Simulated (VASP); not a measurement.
Wanted: the native input for a VASP 6.6.1 run.

| Item | Value |
| --- | --- |
| Task | density of states |
| Functional | PBE |
| Potentials or basis | VASP PAW PBE potentials, release 64 (Ni, Si) |
| Cutoff | 520 eV |
| k mesh | 5 × 5 × 5 |
| Occupations | gaussian, width 0.02 eV |
| Spin | collinear spin, ferromagnetic start |
| Starting moments | [1.0, 1.0, 1.0, 1.0, 0.0, 0.0, 0.0, 0.0] μB |
| k mesh for the DOS | 8 × 8 × 8 |
| Occupations for the DOS | tetrahedron |
| Further INCAR settings | ALGO = Normal; EDIFF = 1e-06; NBANDS = 42 |

The system is SiNi.

```
CELL_PARAMETERS angstrom
4.50369 0.00000 0.00000
0.00000 4.50369 0.00000
0.00000 0.00000 4.50369
ATOMIC_POSITIONS crystal
Ni 0.14950 0.14950 0.14950
Ni 0.64950 0.35050 0.85050
Ni 0.85050 0.64950 0.35050
Ni 0.35050 0.85050 0.64950
Si 0.84683 0.84683 0.84683
Si 0.34683 0.65317 0.15317
Si 0.15317 0.34683 0.65317
Si 0.65317 0.15317 0.34683
```

The cell is a database's computed one.

One way to write it, as run:

POSCAR

```
SiNi
1.0
    4.5036940000      0.0000000000      0.0000000000
    0.0000000000      4.5036940000      0.0000000000
    0.0000000000      0.0000000000      4.5036940000
Ni Si
4 4
Direct
    0.1495040000      0.1495040000      0.1495040000
    0.6495040000      0.3504960000      0.8504960000
    0.8504960000      0.6495040000      0.3504960000
    0.3504960000      0.8504960000      0.6495040000
    0.8468300000      0.8468300000      0.8468300000
    0.3468300000      0.6531700000      0.1531700000
    0.1531700000      0.3468300000      0.6531700000
    0.6531700000      0.1531700000      0.3468300000
```

INCAR.step1

```
ALGO = Normal ; EDIFF = 1E-6
ENCUT = 520 ; GGA = PE
ISIF = 2 ; ISMEAR = 0
ISPIN = 2 ; LASPH = T
LCHARG = T ; LMAXMIX = 4
LREAL = F ; LWAVE = F
MAGMOM = 1 1 1 1 0 0 0 0 ; NBANDS = 42
NELM = 100 ; PREC = Accurate
SIGMA = 0.02
```

KPOINTS.step1

```
k-points
0
Gamma
  5 5 5
```

INCAR.step2

```
ALGO = Normal ; EDIFF = 1E-6
ENCUT = 520 ; GGA = PE
ICHARG = 11 ; ISIF = 2
ISMEAR = -5 ; ISPIN = 2
LASPH = T ; LCHARG = F
LMAXMIX = 4 ; LORBIT = 11
LREAL = F ; LWAVE = F
MAGMOM = 1 1 1 1 0 0 0 0 ; NBANDS = 42
NEDOS = 2001 ; NELM = 100
PREC = Accurate ; SIGMA = 0.02
```

KPOINTS.step2

```
k-points
0
Gamma
  8 8 8
```

Potentials or basis: VASP PAW PBE potentials, release 64 (Ni, Si).

Command:

```bash
$ cat potpaw_PBE.64/Ni/POTCAR potpaw_PBE.64/Si/POTCAR > POTCAR
$ cp INCAR.step1 INCAR
$ cp KPOINTS.step1 KPOINTS
$ mpirun -np 1 vasp_std > vasp.out
$ cp INCAR.step2 INCAR
$ cp KPOINTS.step2 KPOINTS
$ mpirun -np 1 vasp_std > vasp.out
```

It gave:

- Net moment: 0.00 μB per cell
- Valence electrons inside the program's atomic spheres: Ni 9.55; Si 1.58

Wall time 6.1 min on 1 thread of Intel(R) Xeon(R) Platinum 8375C CPU @ 2.90GHz (Ice Lake), on a shared host, peak memory 0.39 GiB.
